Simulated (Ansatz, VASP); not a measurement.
## Two plane-wave programs on Ba

Contents of INCAR:

```
SYSTEM = Ba
  PREC = Accurate
  ENCUT = 520
  EDIFF = 1E-7
  ISMEAR = -1
  SIGMA = 0.1
  LREAL = .FALSE.
  LASPH = .TRUE.
  NELM = 100
  ALGO = Normal
  ISIF = 2
  LWAVE = .FALSE.
  LCHARG = .FALSE.
  GGA = B5
  ALDAX = 1.0
  AGGAX = 1.0
  AGGAC = 1.0
  ALDAC = 0.0
  NBANDS = 22
```

Contents of KPOINTS:

```
Automatic mesh
0
G
  6 6 8
  0 0 0
```

Contents of POSCAR:

```
Ba
1.0
    7.0012461826      0.0000000000      0.0000000000
   -3.5006230913      6.0632570523      0.0000000000
    0.0000000000      0.0000000000      4.1765426260
Ba
3
Direct
    1.0000000000      1.0000000000      1.0000000000
    0.3333333333      0.6666666667      0.5000000000
    0.6666666667      0.3333333333      0.5000000000
```

Input for Ansatz:

```yaml
crystal:
  lattice:
    - [7.0012461826, 0.0, 0.0]
    - [-3.5006230913, 6.0632570523, 0.0]
    - [0.0, 0.0, 4.176542626]
  atoms:
    - { symbol: Ba, position: [1.0, 1.0, 1.0] }
    - { symbol: Ba, position: [0.3333333333, 0.6666666667, 0.5] }
    - { symbol: Ba, position: [0.6666666667, 0.3333333333, 0.5] }
hamiltonian:
  xc: blyp
  pseudopotentials:
    kind: paw
    azcp:
      Ba: "pseudopotentials/Ba.paw.azcp"
basis:
  ecutwfc: 420
  fft_grid_basis: typed
kpoints:
  mp_grid: { grid: [6, 6, 8], shift: [0, 0, 0] }
magnetization:
  spin_polarized: false
scf:
  occupations: { method: fermi_dirac, width: 0.1 }
  lower_state_search: "off"
output:
  stress: true
  write_density: true
  write_potential: true
  elf: true
  volumetric_format: npy
```

Alike in both runs: task single point; functional BLYP; k mesh 6 × 6 × 8; occupations fermi-dirac, width 0.1 eV; no spin polarisation.

```csv
,VASP,Ansatz
version,VASP 6.6.1,Ansatz 0.2.0
potentials or method,"VASP PAW PBE potentials, release 64 (Ba_sv)","plane waves (420 eV) with PAW, scalar-relativistic"
plane-wave cutoff (eV),520,420
valence electrons in the cell,30,30
```

```csv
,VASP,Ansatz,Ansatz less VASP
pressure (GPa),1.3,1.2,-0.08
```

With one functional, cell and mesh, what is left measures potentials, basis and numerics.

Caveats: the PAW data sets were made with another functional, which shifts forces and pressure a little (VASP). Spin-orbit coupling is left out, which matters for the levels of Ba.
